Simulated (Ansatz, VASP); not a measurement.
## Two plane-wave programs on Al

INCAR

```
SYSTEM = Al
PREC = Accurate
ENCUT = 600
EDIFF = 1E-6
ISMEAR = -1
SIGMA = 0.05
LREAL = .False.
LASPH = .True.
NELM = 80
ALGO = Normal
ISIF = 3
LWAVE = .False.
LCHARG = .False.
GGA = RE
IBRION = 2
NSW = 60
EDIFFG = -0.01
```

Contents of KPOINTS:

```
regular mesh
0
Gamma
  12 12 12
  0 0 0
```

File POSCAR:

```
Al
1.0
   -1.5912186900      1.5912186900      1.5912186900
    1.5912186900     -1.5912186900      1.5912186900
    1.5912186900      1.5912186900     -1.5912186900
Al
1
Direct
    0.0000000000      0.0000000000      0.0000000000
```

Contents of input.yaml:

```yaml
crystal:
  lattice:
    - [-1.59121869, 1.59121869, 1.59121869]
    - [1.59121869, -1.59121869, 1.59121869]
    - [1.59121869, 1.59121869, -1.59121869]
  atoms:
    - { symbol: Al, position: [0.0, 0.0, 0.0] }
hamiltonian:
  xc: revpbe
  pseudopotentials: { kind: paw }
kpoints:
  mp_grid: { grid: [12, 12, 12] }
scf:
  occupations: { method: fermi_dirac, width: 0.05 }
output:
  forces: true
  stress: true
  eigenvalues: true
relax:
  f_tol: 0.01
  max_steps: 40
  cell: { stress_tol: 0.05 }
```

This isn't the form of Al at room conditions, which is fcc.

Alike in both runs: task relaxation of cell and atoms; functional revPBE; k mesh 12 × 12 × 12; occupations fermi-dirac, width 0.05 eV; no spin polarisation.

```csv
,VASP,Ansatz
version,VASP 6.6.1,Ansatz 0.2.0
potentials or method,"VASP PAW PBE potentials, release 64 (Al)",Ansatz PAW
plane-wave cutoff (eV),600,420
valence electrons in the cell,3,3
```

|  | VASP | Ansatz | Ansatz less VASP |
| --- | --- | --- | --- |
| gap on the k mesh at the Fermi level, each at its own relaxed structure (eV) | none | none | - |
| relaxed volume (Å³/atom) | 17.14 | 17.18 | +0.037 |
| relaxed cell length with the largest relative difference (Å) | 2.813 | 2.816 | +0.0020 |
| energy change over the relaxation (meV/atom) | -15 | -16 | -1.0 |

A gap of «none» marks a metal or a gap that the smearing closes.

Caveats: the PAW data sets were made with another functional, which shifts forces and pressure a little (VASP); the plane-wave basis is chosen anew once the cell has moved, so the energies of steps on either side of that aren't comparable (Ansatz); the PAW data sets come from PBE, with cores solved anew for the run's functional, which leaves a small shift of forces and pressure (Ansatz).
